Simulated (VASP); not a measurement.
# Ta2C (P-3m1) in VASP: a series of runs

Runs on Ta2C. Level: PBEsol. Tasks: relaxation of cell and atoms.

All numbers are computed with VASP 6.6.1; they aren't measurements. Logs are shortened: lines on timing, memory, paths and dates and some standing lists are left out, and cuts for length are marked.

### Step 1. The structure

Symmetry: P-3m1, No. 164, trigonal system. The conventional cell has a = 3.106 Å, b = 3.106 Å, c = 4.946 Å, α = 90.00°, β = 90.00°, γ = 120.00°. Ta (site symmetry 3m) is surrounded by 3 C at 2.18 Å. Around C (site symmetry -3m) lie 6 Ta at 2.18 Å.

### Step 2. Relaxation of cell and atoms, PBEsol

INCAR

```
ALGO     = Normal         # electronic algorithm
EDIFF    = 1E-6           # SCF threshold, eV
EDIFFG   = -0.01          # ionic threshold
ENCUT    = 600            # plane-wave cutoff, eV
GGA      = PS             # functional
IBRION   = 2              # ionic algorithm
ISIF     = 3              # what is computed and relaxed
ISMEAR   = 1              # smearing method
LASPH    = T              # aspherical terms in the spheres
LCHARG   = F              # write CHGCAR
LREAL    = F              # projectors in reciprocal space
LWAVE    = F              # write WAVECAR
NELM     = 80             # most SCF steps
NSW      = 90             # ionic steps
PREC     = Accurate       # precision mode
SIGMA    = 0.1            # smearing width, eV
```

KPOINTS

```
k-points
0
Gamma
  15 15 8
```

POSCAR

```
Ta2C
1.0
    3.1059000000      0.0000000000      0.0000000000
   -1.5529500000      2.6897883016      0.0000000000
    0.0000000000      0.0000000000      4.9464000000
Ta C
2 1
Direct
    0.3333333333      0.6666666667      0.2520100000
    0.6666666667      0.3333333333      0.7479900000
    0.0000000000      0.0000000000      0.0000000000
```

Potentials or basis: VASP PAW PBE potentials, release 64 (Ta_pv, C).

On the command line:

```bash
$ cat potpaw_PBE.64/Ta_pv/POTCAR potpaw_PBE.64/C/POTCAR > POTCAR
$ mpirun -np 1 vasp_std > vasp.out
```

OUTCAR:

```text
EDIFF = 1E-6
   EDIFFG = -0.01
   ENCUT = 600
   GGA = PS
   IBRION = 2
   ISIF = 3
   ISMEAR = 1
   LASPH = T
   LREAL = F
   NELM = 80
   NSW = 90
   PREC = Accurate

 ion  position               nearest neighbor table
   1  0.333  0.667  0.252-   3 2.18   3 2.18   3 2.18   2 3.04   2 3.04   2 3.04   2 3.07   2 3.07
                             2 3.07
   2  0.667  0.333  0.748-   3 2.18   3 2.18   3 2.18   1 3.04   1 3.04   1 3.04   1 3.07   1 3.07
                             1 3.07
   3  0.000  0.000  0.000-   1 2.18   2 2.18   1 2.18   2 2.18   2 2.18   1 2.18

  LATTYP: Found a hexagonal cell.
 ALAT       =     3.1059000000
 C/A-ratio  =     1.5925818603

  Lattice vectors:

 A1 = (   3.1059000000,   0.0000000000,   0.0000000000)
 A2 = (  -1.5529500000,   2.6897883016,   0.0000000000)
 A3 = (   0.0000000000,   0.0000000000,   4.9464000000)

Analysis of symmetry for initial positions (statically):
=====================================================================
 Subroutine PRICEL returns:
 Original cell was already a primitive cell.

 Routine SETGRP: Setting up the symmetry group for a
 hexagonal supercell.

 Subroutine GETGRP returns: Found 12 space group operations
 (whereof 12 operations were pure point group operations)
 out of a pool of 24 trial point group operations.

The static configuration has the point symmetry D_3d.

Analysis of symmetry for dynamics (positions and initial velocities):
=====================================================================
 Subroutine PRICEL returns:
 Original cell was already a primitive cell.

 Routine SETGRP: Setting up the symmetry group for a
 hexagonal supercell.

 Subroutine GETGRP returns: Found 12 space group operations
 (whereof 12 operations were pure point group operations)
 out of a pool of 24 trial point group operations.

The dynamic configuration has the point symmetry D_3d.

 Subroutine INISYM returns: Found 12 space group operations
 (whereof 12 operations are pure point group operations),
 and found     1 'primitive' translations

----------------------------------------------------------------------------------------

                                     Primitive cell

  volume of cell :      41.3233

  direct lattice vectors                    reciprocal lattice vectors
     3.105900000  0.000000000  0.000000000     0.321967868  0.185888235  0.000000000
    -1.552950000  2.689788302  0.000000000     0.000000000  0.371776470  0.000000000
     0.000000000  0.000000000  4.946400000     0.000000000  0.000000000  0.202167233

  length of vectors
     3.105900000  3.105900000  4.946400000     0.371776470  0.371776470  0.202167233

  position of ions in fractional coordinates (direct lattice)
     0.333333333  0.666666667  0.252010000
     0.666666667  0.333333333  0.747990000
     0.000000000  0.000000000  0.000000000

  ion indices of the primitive-cell ions
   primitive index   ion index
                 1           1
                 2           2
                 3           3

----------------------------------------------------------------------------------------

 KPOINTS: k-points

Automatic generation of k-mesh.
 Grid dimensions read from file:
 generate k-points for:   15   15    8

 Generating k-lattice:

  Cartesian coordinates                     Fractional coordinates (reciprocal lattice)
     0.021464525  0.012392549  0.000000000     0.066666667  0.000000000  0.000000000
     0.000000000  0.024785098  0.000000000     0.000000000  0.066666667  0.000000000
     0.000000000  0.000000000  0.025270904     0.000000000  0.000000000  0.125000000

  Length of vectors
     0.024785098  0.024785098  0.025270904

  Shift w.r.t. Gamma in fractional coordinates (k-lattice)
     0.000000000  0.000000000  0.000000000

 Subroutine IBZKPT returns following result:
 ===========================================

 Found    192 irreducible k-points:

 Following reciprocal coordinates:
            Coordinates               Weight
  0.000000  0.000000  0.000000      1.000000
  0.066667  0.000000  0.000000      6.000000
  0.133333  0.000000  0.000000      6.000000
  0.200000 -0.000000  0.000000      6.000000
  0.266667  0.000000  0.000000      6.000000
  0.333333 -0.000000  0.000000      6.000000
[... 16 lines left out ...]
  0.333333  0.200000  0.000000     12.000000
  0.400000  0.200000  0.000000      6.000000
 [... further k-points ...]
   k-points           NKPTS =    192   k-points in BZ     NKDIM =    192   number of bands    NBANDS=     17
   number of dos      NEDOS =    301   number of ions     NIONS =      3
   total plane-waves  NPLWV =  31360
   dimension x,y,z NGX =    28 NGY =   28 NGZ =   40
   dimension x,y,z NGXF=    56 NGYF=   56 NGZF=   80
   ions per type =               2   1
   NGX,Y,Z   is equivalent  to a cutoff of  14.99, 14.99, 13.44 a.u.
   NGXF,Y,Z  is equivalent  to a cutoff of  29.97, 29.97, 26.89 a.u.
 SYSTEM =  unknown system
   PREC   = accura    normal or accurate (medium, high low for compatibility)
   ISTART =      0    job   : 0-new  1-cont  2-samecut
   ICHARG =      2    charge: 1-file 2-atom 10-const
   ISPIN  =      1    spin polarized calculation?
   LNONCOLLINEAR =      F non collinear calculations
   LSORBIT =      F    spin-orbit coupling
   LASPH  =      T    aspherical Exc in radial PAW
   ENCUT  =  600.0 eV  44.10 Ry    6.64 a.u.   6.20  6.20  9.88*2*pi/ulx,y,z
   NELM   =     80;   NELMIN=  2; NELMDL= -5     # of ELM steps
   EDIFF  = 0.1E-05   stopping-criterion for ELM
   LREAL  =      F    real-space projection
   EDIFFG = -.1E-01   stopping-criterion for IOM
   NSW    =     90    number of steps for IOM
   IBRION =      2    ionic relax: 0-MD 1-quasi-New 2-CG
   NFREE  =      1    steps in history (QN), initial steepest desc. (CG)
   ISIF   =      3    stress and relaxation
   ISYM   =      2    0-nonsym 1-usesym 2-fastsym
   POTIM  = 0.5000    time-step for ionic-motion
   TEBEG  =    0.0;   TEEND  =   0.0 temperature during run
   PSTRESS=    0.0 pullay stress
   NELECT =      26.0000    total number of electrons
   NUPDOWN=      -1.0000    fix difference up-down
   EMIN   =  10.00;   EMAX   =-10.00  energy-range for DOS
   EFERMI =   0.00;   METHOD = LEGACY
   ISMEAR =     1;   SIGMA  =   0.10  broadening in eV -4-tet -1-fermi 0-gaus
   EFERMI_NEDOS =   21; number of points for ismear=-14 and -15
   IALGO  =     38    algorithm
   IMIX   =      4    mixing-type and parameters
     AMIX     =   0.40;   BMIX     =  1.00
     AMIX_MAG =   1.60;   BMIX_MAG =  1.00
  volume/ion in A,a.u.               =      13.77        92.95
  Fermi-wavevector in a.u.,A,eV,Ry     =   1.402817  2.650940 26.774843  1.967895
  Thomas-Fermi vector in A             =   2.525541
   LORBIT       =      0    0 simple, 1 ext, 2 COOP (PROOUT), +10 PAW based schemes
   GGA     = PS    functional components
   LHFCALC =     F    Hartree Fock is set to
   AEXX    =    0.0000 exact exchange contribution
   IVDW    =     0    specifies the selected vdW correction
   LEPSILON=     F    determine dielectric tensor
   LRPA    =     F    only Hartree local field effects (RPA)
 conjugate gradient relaxation of ions
 non-spin polarized calculation
 Methfessel and Paxton  Order N= 1 SIGMA  =   0.10
  energy-cutoff  :      600.00
  volume of cell :       41.32
 maximum number of plane-waves:      1412
 NGX is ok and might be reduce to    28
   NGX = 13   NGY = 13   NGZ = 19

--------------------------------------- Ionic step        1  -------------------------------------------

 number of electron      26.0000001 magnetization

 Free energy of the ion-electron system (eV)
  ---------------------------------------------------
  ext. energy  EPLUGINS =         0.00000000
  ---------------------------------------------------
  free energy    TOTEN  =       -36.70183533 eV

  energy without entropy =      -36.70188541  energy(sigma->0) =      -36.70185203

------------------------ aborting loop because EDIFF is reached ----------------------------------------

  FORCE on cell =-STRESS in cart. coord.  units (eV):
  Direction    XX          YY          ZZ          XY          YZ          ZX
  --------------------------------------------------------------------------------------
  -------------------------------------------------------------------------------------
  Total       -0.6410542     -0.6410542     -0.7877692      0.0000000      0.0000000      0.0000000
  in kB      -24.8548149    -24.8548149    -30.5432179      0.0000000      0.0000000      0.0000000
  external PRESSURE =     -26.7509492 kB  Pullay stress =       0.0000000 kB

 VOLUME and BASIS-vectors are now :
 -----------------------------------------------------------------------------
  energy-cutoff  :      600.00
  volume of cell :       41.32
      direct lattice vectors                 reciprocal lattice vectors
     3.105900000  0.000000000  0.000000000     0.321967868  0.185888235  0.000000000
    -1.552950000  2.689788302  0.000000000     0.000000000  0.371776470  0.000000000
     0.000000000  0.000000000  4.946400000     0.000000000  0.000000000  0.202167233
[... 112 lines left out ...]
 POSITION                                       TOTAL-FORCE (eV/Angst)
 -----------------------------------------------------------------------------------
     -0.00000      1.78768      1.24853        -0.000000      0.000000     -0.054979
      1.54818      0.89384      3.67406         0.000000     -0.000000      0.054979
      0.00000     -0.00000      4.92259         0.000000     -0.000000      0.000000
 -----------------------------------------------------------------------------------
    total drift:                                0.000000     -0.000000     -0.000000

  FREE ENERGIE OF THE ION-ELECTRON SYSTEM (eV)
  ---------------------------------------------------
  free  energy   TOTEN  =       -36.7062048437 eV

  energy  without entropy=      -36.7064594384  energy(sigma->0) =      -36.70628971

--------------------------------------- Ionic step        5  -------------------------------------------

 number of electron      26.0000000 magnetization

 Free energy of the ion-electron system (eV)
  ---------------------------------------------------
  ext. energy  EPLUGINS =         0.00000000
  ---------------------------------------------------
  free energy    TOTEN  =       -36.70629935 eV

  energy without entropy =      -36.70651091  energy(sigma->0) =      -36.70636987

 E-fermi :   6.4832     XC(G=0): -12.9374

 val. band max:        6.4733729943   @ k =   0.0000   0.0000   0.0000
 cond. band min:       6.5023080323   @ k =  -0.1333   0.3333   0.2500
 fundamental gap:      0.0289350380
 Fermi energy:         6.4831789344

 k-point     1 :       0.0000    0.0000    0.0000
  band No.  band energies     occupation
      1     -28.2982      2.00000
      2     -27.5940      2.00000
      3     -27.5940      2.00000
      4     -27.4774      2.00000
      5     -27.4774      2.00000
      6     -27.3873      2.00000
[... 9 lines left out ...]
     16       7.6164     -0.00000
     17       8.8577      0.00000
[... 441 lines left out ...]
 k-point    24 :       0.4000    0.2000    0.0000
  band No.  band energies     occupation
      1     -28.1677      2.00000
      2     -27.9931      2.00000
      3     -27.8930      2.00000
      4     -27.8360      2.00000
      5     -27.7051      2.00000
      6     -27.6518      2.00000
[... 9 lines left out ...]
     16      10.4957      0.00000
     17      10.8722      0.00000

 [... further k-points ...]

------------------------ aborting loop because EDIFF is reached ----------------------------------------

  FORCE on cell =-STRESS in cart. coord.  units (eV):
  Direction    XX          YY          ZZ          XY          YZ          ZX
  --------------------------------------------------------------------------------------
  -------------------------------------------------------------------------------------
  Total        0.0045080      0.0045080     -0.0014931      0.0000000      0.0000000      0.0000000
  in kB        0.1766764      0.1766764     -0.0585158      0.0000000      0.0000000      0.0000000
  external PRESSURE =       0.0982790 kB  Pullay stress =       0.0000000 kB

 VOLUME and BASIS-vectors are now :
 -----------------------------------------------------------------------------
  energy-cutoff  :      600.00
  volume of cell :       40.88
      direct lattice vectors                 reciprocal lattice vectors
     3.096295896  0.000000000  0.000000000     0.322966549  0.186464824  0.000000000
    -1.548147948  2.681470904  0.000000000     0.000000000  0.372929648  0.000000000
     0.000000000 -0.000000000  4.923793546     0.000000000 -0.000000000  0.203095437

 POSITION                                       TOTAL-FORCE (eV/Angst)
 -----------------------------------------------------------------------------------
     -0.00000      1.78765      1.24714         0.000000      0.000000     -0.001741
      1.54815      0.89382      3.67665        -0.000000     -0.000000      0.001741
      0.00000      0.00000      0.00000         0.000000      0.000000      0.000000
 -----------------------------------------------------------------------------------
    total drift:                                0.000000     -0.000000      0.000000

  FREE ENERGIE OF THE ION-ELECTRON SYSTEM (eV)
  ---------------------------------------------------
  free  energy   TOTEN  =       -36.7062993455 eV

  energy  without entropy=      -36.7065109097  energy(sigma->0) =      -36.70636987

 reached required accuracy - stopping structural energy minimisation
```

Run time: 2.9 min. Hardware: 1 thread of Intel Xeon 6975P-C (Granite Rapids), shared host; peak memory 0.31 GiB.

What came out:

* Free energy: -36.7063 eV
* Relaxed volume: 13.63 Å³/atom
* Relaxed cell: a = 3.096 Å, b = 3.096 Å, c = 4.924 Å, α = 90.00°, β = 90.00°, γ = 120.00°
* Space group after relaxing (to 0.05 Å): P-3m1 (No. 164)
* Energy gained by relaxing: 1.5 meV/atom
* Ionic steps: 5
* Pressure after relaxing: 0.0 GPa
* Band gap on the k mesh: none (metal or under the smearing width)

The path:
```csv
step,energy change (eV),largest force (eV/Å),pressure (GPa),volume (Å³)
1,0.0000,0.1001,-2.68,41.32
2,0.0158,0.2547,7.06,39.96
3,-0.0037,0.1495,0.16,40.90
4,-0.0044,0.0550,-0.04,40.87
5,-0.0045,0.0017,0.01,40.88
```

Final structure:
```xyz
3
Lattice="3.0963 0.0000 0.0000 -1.5481 2.6815 0.0000 0.0000 0.0000 4.9238" Properties=species:S:1:pos:R:3 pbc="T T T"
Ta    0.0000    1.7876    1.2471
Ta    1.5481    0.8938    3.6767
C     0.0000    0.0000    0.0000
```

Caveat: the PAW data sets were made with another functional, which shifts forces and pressure a little. Spin-orbit coupling is left out, which matters for the levels of Ta.

### Step 3. Relaxation of cell and atoms, PBEsol

This run uses another cell than the first one, of 13.63 Å³/atom, 0.989 times its volume.

INCAR: that of step 2 with these lines changed.

```diff
@@ -1,4 +1,4 @@
 ALGO     = Normal         # electronic algorithm
-EDIFF    = 1E-6           # SCF threshold, eV
-EDIFFG   = -0.01          # ionic threshold
+EDIFF    = 1E-7           # SCF threshold, eV
+EDIFFG   = -0.005         # ionic threshold
 ENCUT    = 600            # plane-wave cutoff, eV
```

KPOINTS is that of step 2.

POSCAR

```
Ta2C                                    
1.0
    3.0962958960      0.0000000000      0.0000000000
   -1.5481479480      2.6814709035      0.0000000000
    0.0000000000     -0.0000000000      4.9237935462
  Ta              C             
     2     1
Direct
     0.3333333332999970    0.6666666667000030    0.2532889177781023
     0.6666666667000030    0.3333333332999970    0.7467110822218977
     0.0000000000000000    0.0000000000000000    0.0000000000000000
```

Potentials or basis: VASP PAW PBE potentials, release 64 (Ta_pv, C).

On the command line:

```bash
$ cat potpaw_PBE.64/Ta_pv/POTCAR potpaw_PBE.64/C/POTCAR > POTCAR
$ mpirun -np 1 vasp_std > vasp.out
```

Run time: 65 s. Hardware: 1 thread of Intel Xeon 6975P-C (Granite Rapids), shared host; peak memory 0.3 GiB.

It converged, with:

* Free energy: -36.7060 eV
* Pressure after relaxing: 0.0 GPa
* Band gap on the k mesh: none (metal or under the smearing width)

Final structure:
```
Ta C
1.0
     3.09630    0.00000    0.00000
    -1.54815    2.68147    0.00000
     0.00000    0.00000    4.92379
Ta C
2 1
Direct
  0.33333 0.66667 0.25329
  0.66667 0.33333 0.74671
  0.00000 0.00000 0.00000
```

Levels at points of the mesh, in eV from the Fermi level:
```csv
k point,band 10,band 11,band 12,band 13,band 14,band 15,band 16,band 17
"(0.00, 0.00, 0.00)",-3.59,-2.99,-0.01,0.51,0.51,1.13,1.13,2.37
"(0.00, 0.00, 0.50)",-3.84,-1.85,-1.53,-0.29,-0.29,2.99,2.99,3.53
```

Caveat: the relaxation stopped at its first step, so nothing moved; the PAW data sets were made with another functional, which shifts forces and pressure a little.
